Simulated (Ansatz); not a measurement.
Hf under changes of volume

One of the cells (23.523 Å³/atom); the others are scaled copies at fixed shape and fractional positions:

```
Hf
1.0
    -1.80500    1.80500    1.80500
     1.80500   -1.80500    1.80500
     1.80500    1.80500   -1.80500
Hf
1
Direct
  0.00000 0.00000 0.00000
```

This isn't the form of Hf at room conditions, which is hcp.

```yaml
Program: Ansatz 0.2.0
Functional: LDA
Potentials_or_basis: Ansatz PAW
Cutoff: "420 eV (not typed: the program's choice for these potentials)"
k_mesh: 10 × 10 × 10
Occupations: fermi-dirac, width 0.05 eV
Spin: no spin polarisation
```

```csv
volume (Å³/atom),energy over the lowest point (meV/atom),pressure (GPa)
22.112,0.00,-7.9
22.582,25.88,-9.6
23.052,56.70,-11.2
23.523,92.03,-12.6
23.993,131.44,-13.9
24.464,174.51,-15.1
24.934,?,?
```

Task: What does the run at 24.934 Å³/atom give?

Result: Energy over the lowest point 220.84 meV/atom; pressure -16.2 GPa.

Worked out: A Birch-Murnaghan fit of order 3 (a polynomial in V^(-2/3)) to the other rows has no minimum within the range. It gives 220.85 meV/atom at 24.934 Å³/atom, against the run's 220.84, and -dE/dV = -16.3 GPa, against -16.2.

Energies are extrapolated to zero smearing.

Caveats: the PAW data sets come from PBE, with cores solved anew for the run's functional, which leaves a small shift of forces and pressure.
